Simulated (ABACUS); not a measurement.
Set up this calculation in ABACUS 3.10.1, as the native input.

```
Task                                          : relaxation of cell and atoms
Functional                                    : LDA
Potentials or basis                           : PseudoDojo NC SR 0.4.1 LDA stringent
Cutoff                                        : 925 eV
Density cutoff                                : 3701 eV
Basis                                         : plane waves
k mesh                                        : 10 × 10 × 10
Occupations                                   : fermi-dirac, width 0.05 eV
Spin                                          : no spin polarisation
Max steps of the relaxation                   : 60
Force threshold                               : 0.01 eV/Å
Optimiser                                     : cg
Stress threshold                              : 1 kbar
Radial cutoff of the potentials (pseudo_rcut) : 10 bohr
SCF threshold on the density                  : 1e-08
Max SCF steps                                 : 100
Eigensolver                                   : dav
Mixing                                        : broyden
Mixing share                                  : 0.7
Symmetry key                                  : 1
```

Crystal: Ir.

```
Ir
1.0
     0.00000    1.91560    1.91560
     1.91560    0.00000    1.91560
     1.91560    1.91560    0.00000
Ir
1
Direct
  0.00000 0.00000 0.00000
```

These files were run (other wordings do the same):

INPUT

```
INPUT_PARAMETERS
suffix              Ir
calculation         cell-relax
basis_type          pw
pseudo_dir          ./
symmetry            1
dft_functional      pz
ecutwfc             68
pseudo_rcut         10
nspin               1
nbands              13
ks_solver           dav
smearing_method     fd
smearing_sigma      0.00367493
scf_thr             1e-08
scf_nmax            100
mixing_type         broyden
mixing_beta         0.7
cal_force           1
cal_stress          1
relax_nmax          60
force_thr_ev        0.01
relax_method        cg
out_stru            1
stress_thr          1
kpar                4
```

STRU

```
ATOMIC_SPECIES
Ir 192.2170 Ir.upf

LATTICE_CONSTANT
1.8897261246

LATTICE_VECTORS
0.0000000000 1.9156000000 1.9156000000
1.9156000000 0.0000000000 1.9156000000
1.9156000000 1.9156000000 0.0000000000

ATOMIC_POSITIONS
Direct

Ir
0.0
1
0.0000000000 0.0000000000 0.0000000000 1 1 1
```

KPT

```
K_POINTS
0
Gamma
10 10 10 0 0 0
```

Potentials or basis: PseudoDojo NC SR 0.4.1 LDA stringent, plane waves.

The run is started by

```bash
$ OMP_NUM_THREADS=1 mpirun -np 4 abacus > log
```

It gave:

* Relaxed volume: 13.82 Å³/atom
* Relaxed cell: a = 2.694 Å, b = 2.694 Å, c = 2.694 Å, α = 60.00°, β = 60.00°, γ = 60.00°
* Space group after relaxing (to 0.05 Å): Fm-3m (No. 225)
* Energy gained by relaxing: 4.9 meV/atom
* Ionic steps: 4
* Pressure after relaxing: 0.0 GPa
* Band gap on the k mesh: none (metal or under the smearing width)

It took 13 s on 4 MPI ranks on Intel(R) Xeon(R) Platinum 8488C (Sapphire Rapids) (shared host), peak memory 0.36 GiB a rank.
